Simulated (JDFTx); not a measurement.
# Ge (I4_1/amd) in JDFTx: single point with r2SCAN

Aim: the single point of Ge with r2SCAN.

All numbers are computed with JDFTx 1.7.0 (patched build); they aren't measurements. Logs are shortened: lines on timing, memory, paths and dates and some standing lists are left out, and cuts for length are marked. The log counts tension as positive stress, the text compression.

### Step 1. The crystal as given

It takes space group I4_1/amd (No. 141, tetragonal). The conventional cell has a = 5.149 Å, b = 5.149 Å, c = 2.795 Å, α = 90.00°, β = 90.00°, γ = 90.00°. Ge (site symmetry -4m2) is surrounded by 6 Ge at 2.67 to 2.79 Å.

This isn't the form of Ge at room conditions, which is diamond.

### Step 2. Single point, r2SCAN

Input file Ge.in:

```
lattice \
   -4.8650804796     4.8650804796     4.8650804796 \
    4.8650804796    -4.8650804796     4.8650804796 \
    2.6407271787     2.6407271787    -2.6407271787
coords-type Lattice
ion Ge     0.5000000000     0.5000000000     0.0000000000 1
ion Ge     0.2500000000     0.7500000000     0.5000000000 1

ion-species pseudo/Ge.upf
elec-cutoff 40 320
elec-ex-corr mgga-x-r2scan mgga-c-r2scan
kpoint-folding 4 4 4
elec-smearing Fermi 0.0018374661
elec-n-bands 21
electronic-SCF nIterations 100 energyDiffThreshold 1e-09
electronic-minimize nIterations 30 energyDiffThreshold 1e-7
converge-empty-states yes
forces-output-coords Cartesian

dump-name run.$VAR
dump End Ecomponents EigStats BandEigs Kpoints Forces Stress ElecDensity KEdensity
```

Potentials or basis: SG15-PBE-1.2.

Run with:

```bash
jdftx -c 1 -i Ge.in -o Ge.out
```

Log:

```text
*************** JDFTx 1.7.0 (patched build) ***************

Input parsed successfully to the following command list (including defaults):
[... the input with its defaults ...]

---------- Setting up symmetries ----------

Non-trivial transmission matrix:
[   1   0   0  ]
[   1   1   0  ]
[   0   0   1  ]
with reduced lattice vectors:
[      0.000000      4.865080      4.865080  ]
[      0.000000     -4.865080      4.865080  ]
[      5.281454      2.640727     -2.640727  ]

Found 16 point-group symmetries of the bravais lattice
Found 16 space-group symmetries with basis
Applied RMS atom displacement 0 bohrs to make symmetries exact.

---------- Initializing the Grid ----------
R =
[     -4.86508      4.86508      4.86508  ]
[      4.86508     -4.86508      4.86508  ]
[      2.64073      2.64073     -2.64073  ]
unit cell volume = 250.014
G =
[  -3.95e-19   0.645743    1.18967  ]
[   0.645743  -3.95e-19    1.18967  ]
[   0.645743   0.645743 -3.30937e-18  ]
Minimum fftbox size, Smin = [  60  60  60  ]
Chosen fftbox size, S = [  60  60  60  ]

---------- Initializing tighter grid for wavefunction operations ----------
R =
[     -4.86508      4.86508      4.86508  ]
[      4.86508     -4.86508      4.86508  ]
[      2.64073      2.64073     -2.64073  ]
unit cell volume = 250.014
G =
[  -3.95e-19   0.645743    1.18967  ]
[   0.645743  -3.95e-19    1.18967  ]
[   0.645743   0.645743 -3.30937e-18  ]
Minimum fftbox size, Smin = [  44  44  44  ]
Chosen fftbox size, S = [  48  48  48  ]

---------- Exchange Correlation functional ----------
Initialized LibXC exchange functional 'Re-regularized SCAN exchange by Furness et al'
Initialized LibXC correlation functional 'Re-regularized SCAN correlation by Furness et al'

---------- Setting up pseudopotentials ----------
Width of ionic core gaussian charges (only for fluid interactions / plotting) set to 0

Reading pseudopotential file 'pseudo/Ge.upf':
  'Ge' pseudopotential, 'PBE' functional
  Generated using ONCVPSP code by D. R. Hamann
  14 valence electrons, 0 orbitals, 6 projectors, 602 radial grid points, with lMax = 2
  Core radius for overlap checks: 2.38 bohrs.

Initialized 1 species with 2 total atoms.

Folded 1 k-points by 4x4x4 to 64 k-points.

---------- Setting up k-points, bands, fillings ----------
Reduced to 13 k-points under symmetry.
Computing the number of bands and number of electrons
Calculating initial fillings.
nElectrons:  28.000000   nBands: 21   nStates: 13

----- Setting up reduced wavefunction bases (one per k-point) -----
average nbasis = 3017.609 , ideal nbasis = 3020.978

---------- Setting up ewald sum ----------
Optimum gaussian width for ewald sums = 2.219675 bohr.
Real space sum over 1859 unit cells with max indices [  6  6  5  ]
Reciprocal space sum over 3375 terms with max indices [  7  7  7  ]

---------- Allocating electronic variables ----------
Initializing wave functions:  (No orbitals for LCAO)  bandwidth-limited random numbers

Setting the auxilliary hamiltonian equal to the subspace hamiltonian.

-------- Electronic minimization -----------
Will mix electronic and kinetic density at each iteration.
	FillingsUpdate:  mu: +1.337517155  nElectrons: 28.000000
	FillingsUpdate:  mu: -0.475890384  nElectrons: 28.000000
SCF: Cycle:  0   F: -126.404772759953815   dF: -3.769e+01   |Residual|: 8.490e+00   |deigs|: 1.724e+00
	FillingsUpdate:  mu: -0.050435658  nElectrons: 28.000000
SCF: Cycle:  1   F: -136.784598348449208   dF: -1.038e+01   |Residual|: 1.334e+01   |deigs|: 4.251e-01
	FillingsUpdate:  mu: -0.482771815  nElectrons: 28.000000
SCF: Cycle:  2   F: -119.721251968615547   dF: +1.706e+01   |Residual|: 2.955e+01   |deigs|: 7.789e-01
	FillingsUpdate:  mu: +0.022140312  nElectrons: 28.000000
SCF: Cycle:  3   F: -135.964989081399210   dF: -1.624e+01   |Residual|: 1.887e+01   |deigs|: 7.934e-01
	FillingsUpdate:  mu: -0.256592269  nElectrons: 28.000000
SCF: Cycle:  4   F: -132.957403854625937   dF: +3.008e+00   |Residual|: 2.408e+01   |deigs|: 4.344e-01
	FillingsUpdate:  mu: -0.000000000  nElectrons: 28.000000
SCF: Cycle:  5   F: -131.035194024161029   dF: +1.922e+00   |Residual|: 3.986e+01   |deigs|: 3.541e-01
	FillingsUpdate:  mu: -112.942089770  nElectrons: 28.000000
SCF: Cycle:  6   F: +295.043366698356408   dF: +4.261e+02   |Residual|: 9.272e+01   |deigs|: 1.776e+03
	FillingsUpdate:  mu: -70.775373460  nElectrons: 28.000000
SCF: Cycle:  7   F: +521.783987689090850   dF: +2.267e+02   |Residual|: 1.473e+02   |deigs|: 1.691e+03
	FillingsUpdate:  mu: -18.841976622  nElectrons: 28.000000
SCF: Cycle:  8   F: +540.887863969886325   dF: +1.910e+01   |Residual|: 1.464e+02   |deigs|: 3.659e+01
	FillingsUpdate:  mu: -6714.262399099  nElectrons: 28.000000
SCF: Cycle:  9   F: +666.175195951330238   dF: +1.253e+02   |Residual|: 1.746e+02   |deigs|: 6.019e+03
	FillingsUpdate:  mu: -28.132810555  nElectrons: 28.000000
SCF: Cycle: 10   F: +512.056997879107939   dF: -1.541e+02   |Residual|: 1.608e+02   |deigs|: 6.038e+03
	FillingsUpdate:  mu: -194.319805535  nElectrons: 28.000000
SCF: Cycle: 11   F: +640.303514720033263   dF: +1.282e+02   |Residual|: 1.713e+02   |deigs|: 6.905e+02
	FillingsUpdate:  mu: +7.576864556  nElectrons: 28.000000
SCF: Cycle: 12   F: +72.146306980282702   dF: -5.682e+02   |Residual|: 2.635e+01   |deigs|: 7.290e+02
	FillingsUpdate:  mu: +1.805759753  nElectrons: 28.000000
SCF: Cycle: 13   F: -81.203107150900223   dF: -1.533e+02   |Residual|: 1.321e+01   |deigs|: 4.764e+00
	FillingsUpdate:  mu: +0.468521757  nElectrons: 28.000000
SCF: Cycle: 14   F: -125.996640062493370   dF: -4.479e+01   |Residual|: 1.951e+00   |deigs|: 1.332e+00
	FillingsUpdate:  mu: +0.325547571  nElectrons: 28.000000
SCF: Cycle: 15   F: -138.458904035692740   dF: -1.246e+01   |Residual|: 6.928e+00   |deigs|: 4.959e-01
	FillingsUpdate:  mu: +0.352602270  nElectrons: 28.000000
SCF: Cycle: 16   F: -139.604076397735014   dF: -1.145e+00   |Residual|: 8.993e+00   |deigs|: 9.215e-02
	FillingsUpdate:  mu: +0.356813236  nElectrons: 28.000000
SCF: Cycle: 17   F: -139.460051749714211   dF: +1.440e-01   |Residual|: 1.009e+01   |deigs|: 7.854e-03
	FillingsUpdate:  mu: +0.370577445  nElectrons: 28.000000
SCF: Cycle: 18   F: -139.621042041988602   dF: -1.610e-01   |Residual|: 8.888e+00   |deigs|: 5.322e-02
	FillingsUpdate:  mu: +0.363087248  nElectrons: 28.000000
SCF: Cycle: 19   F: -139.520354457935014   dF: +1.007e-01   |Residual|: 9.469e+00   |deigs|: 2.468e-02
	FillingsUpdate:  mu: +0.369672575  nElectrons: 28.000000
SCF: Cycle: 20   F: -139.470297300479729   dF: +5.006e-02   |Residual|: 1.037e+01   |deigs|: 8.209e-03
	FillingsUpdate:  mu: +0.365835908  nElectrons: 28.000000
SCF: Cycle: 21   F: -139.395099178811336   dF: +7.520e-02   |Residual|: 1.080e+01   |deigs|: 1.482e-02
	FillingsUpdate:  mu: +0.403899472  nElectrons: 28.000000
SCF: Cycle: 22   F: -139.855114513456641   dF: -4.600e-01   |Residual|: 8.318e+00   |deigs|: 1.144e-01
	FillingsUpdate:  mu: +0.478783603  nElectrons: 28.000000
SCF: Cycle: 23   F: -140.525179466183772   dF: -6.701e-01   |Residual|: 2.976e+00   |deigs|: 2.463e-01
	FillingsUpdate:  mu: +0.516871341  nElectrons: 28.000000
SCF: Cycle: 24   F: -140.644877215953812   dF: -1.197e-01   |Residual|: 4.034e-01   |deigs|: 1.554e-01
	FillingsUpdate:  mu: +0.510891261  nElectrons: 28.000000
SCF: Cycle: 25   F: -140.647932780519113   dF: -3.056e-03   |Residual|: 1.004e-01   |deigs|: 2.429e-02
	FillingsUpdate:  mu: +0.510817465  nElectrons: 28.000000
SCF: Cycle: 26   F: -140.648078903862370   dF: -1.461e-04   |Residual|: 6.364e-02   |deigs|: 1.472e-03
	FillingsUpdate:  mu: +0.510214897  nElectrons: 28.000000
SCF: Cycle: 27   F: -140.648097438624461   dF: -1.853e-05   |Residual|: 3.166e-02   |deigs|: 1.031e-03
	FillingsUpdate:  mu: +0.510257702  nElectrons: 28.000000
SCF: Cycle: 28   F: -140.648103117739566   dF: -5.679e-06   |Residual|: 3.029e-03   |deigs|: 7.129e-04
	FillingsUpdate:  mu: +0.510152676  nElectrons: 28.000000
SCF: Cycle: 29   F: -140.648104177673986   dF: -1.060e-06   |Residual|: 2.165e-03   |deigs|: 1.697e-04
	FillingsUpdate:  mu: +0.510152576  nElectrons: 28.000000
SCF: Cycle: 30   F: -140.648104490940199   dF: -3.133e-07   |Residual|: 1.546e-04   |deigs|: 1.183e-04
	FillingsUpdate:  mu: +0.510142309  nElectrons: 28.000000
SCF: Cycle: 31   F: -140.648104602689443   dF: -1.117e-07   |Residual|: 9.494e-05   |deigs|: 2.909e-05
	FillingsUpdate:  mu: +0.510142950  nElectrons: 28.000000
SCF: Cycle: 32   F: -140.648104635933322   dF: -3.324e-08   |Residual|: 2.909e-05   |deigs|: 6.994e-06
	FillingsUpdate:  mu: +0.510142802  nElectrons: 28.000000
SCF: Cycle: 33   F: -140.648104649669193   dF: -1.374e-08   |Residual|: 2.040e-05   |deigs|: 2.768e-06
	FillingsUpdate:  mu: +0.510142068  nElectrons: 28.000000
SCF: Cycle: 34   F: -140.648104654075723   dF: -4.407e-09   |Residual|: 6.866e-06   |deigs|: 3.032e-06
	FillingsUpdate:  mu: +0.510141987  nElectrons: 28.000000
SCF: Cycle: 35   F: -140.648104655740525   dF: -1.665e-09   |Residual|: 3.475e-06   |deigs|: 1.444e-06
	FillingsUpdate:  mu: +0.510141776  nElectrons: 28.000000
SCF: Cycle: 36   F: -140.648104656480996   dF: -7.405e-10   |Residual|: 2.317e-06   |deigs|: 1.419e-06
	FillingsUpdate:  mu: +0.510141698  nElectrons: 28.000000
SCF: Cycle: 37   F: -140.648104656683671   dF: -2.027e-10   |Residual|: 1.168e-06   |deigs|: 1.014e-06
SCF: Converged (|Delta E|<1.000000e-09 for 2 iters).

Setting wave functions to eigenvectors of Hamiltonian
Converging empty states (this may take a while): |deigs|: 3.566e-06

# Stress tensor in Cartesian coordinates [Eh/a0^3]:
[  0.000175221            0            0  ]
[            0  0.000175221            0  ]
[            0            0  -0.00018392  ]

# Ionic positions in lattice coordinates:
ion Ge   0.500000000000000   0.500000000000000   0.000000000000000 1
ion Ge   0.250000000000000   0.750000000000000   0.500000000000000 1

# Forces in Cartesian coordinates:
force Ge   0.000000000000000   0.000000000000000   0.000000000000000 1
force Ge  -0.000000000000000  -0.000000000000000  -0.000000000000000 1

# Energy components:
   Eewald =     -112.0414345513894574
       EH =       29.6666637794961119
     Eloc =      -63.0678185914853771
      Enl =      -69.1016920841524325
      Exc =      -16.5451771887747796
       KE =       90.4416105693322407
-------------------------------------
     Etot =     -140.6478480669736655
       TS =        0.0002565897100119
-------------------------------------
        F =     -140.6481046566836710

IonicMinimize: Iter:   0  F: -140.648104656683671  |grad|_K:  6.182e-36
IonicMinimize: Converged (|grad|_K<1.000000e-04).

Dumping 'run.eigStats' ...
	eMin: -0.391547 at state 0 ( [ +0.000000 +0.000000 +0.000000 ] spin 0 )
	HOMO: +0.509467 at state 10 ( [ +0.250000 -0.250000 +0.250000 ] spin 0 )
	mu  : +0.510142
	LUMO: +0.531869 at state 3 ( [ +0.000000 +0.250000 +0.000000 ] spin 0 )
	eMax: +1.173199 at state 12 ( [ +0.500000 +0.500000 +0.500000 ] spin 0 )
	HOMO-LUMO gap: +0.022403
	Optical gap  : +0.064963 at state 4 ( [ +0.000000 +0.250000 +0.250000 ] spin 0 )
Done!
[note: the HOMO, LUMO and gaps printed at the end count levels as full or empty at half filling, so they show a gap where a level is partly filled]
```

It took 4.2 min on 1 thread of Intel Xeon 6975P-C (Granite Rapids), shared host; peak memory 0.17 GiB.

These settings aren't checked as converged: the numbers below hold their error.

Results:

```yaml
Free_energy: -3827.2299 eV
Pressure: -1.6 GPa
Band_gap_on_the_k_mesh: none (metal or under the smearing width)
```

Caveat: the k mesh is coarse (spacing up to 0.64 Å⁻¹), so the values aren't converged; the potentials were made for another functional, which shifts forces and pressure.
